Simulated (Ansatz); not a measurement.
**Nuclear-site quantities of Se as the cell is scaled**

```yaml
crystal:
  lattice:
    - [5.68100, 3.27993, 1.47633]
    - [-5.68100, 3.27993, 1.47633]
    - [0.00000, -6.55985, 1.47633]
  atoms:
    - { symbol: Se, position: [0.28066, 0.16251, 0.91818] }
    - { symbol: Se, position: [0.91818, 0.28066, 0.16251] }
    - { symbol: Se, position: [0.16251, 0.91818, 0.28066] }
    - { symbol: Se, position: [0.71934, 0.83749, 0.08182] }
    - { symbol: Se, position: [0.08182, 0.71934, 0.83749] }
    - { symbol: Se, position: [0.83749, 0.08182, 0.71934] }
```

Atoms are numbered in the order listed.

The cell is COD entry 9013138, as deposited and not checked against the literature; nothing was relaxed.

Level of theory: DFT, PBE, all-electron PAW with datasets made for the crystal, scalar-relativistic (Ansatz 0.2.0).

Sampling and basis: a Γ-centred 6×6×6 k mesh, Fermi–Dirac smearing of 0.01 eV, cutoff 200 eV (chosen by the program for this cell), no spin polarisation.

The contact density is the mean electron density over the nuclear volume; its changes follow the s electrons' response to bonding and compression. Changes below are taken from the unscaled cell, where it is 262971 e/Å³ at Se1.

The datasets are made afresh for each cell, so very small changes are uncertain.

(1) Does compression raise or lower the contact density at Se1?

(2) Tabulate the changes with volume.

## Answers

(1) It lowers it, by 1.83 e/Å³ over the whole range.

(2) 
| V/V(cell) | P (GPa) | Δρ(0) Se1 (e/Å³) |
| --- | --- | --- |
| 0.9400 | 6.8 | -0.98 |
| 0.9600 | 5.3 | -0.64 |
| 0.9800 | 3.9 | -0.31 |
| 0.9900 | 3.3 | -0.15 |
| 1.0000 | 2.7 | 0.00 |
| 1.0100 | 2.1 | 0.15 |
| 1.0200 | 1.6 | 0.30 |
| 1.0400 | 0.5 | 0.58 |
| 1.0600 | -0.4 | 0.85 |
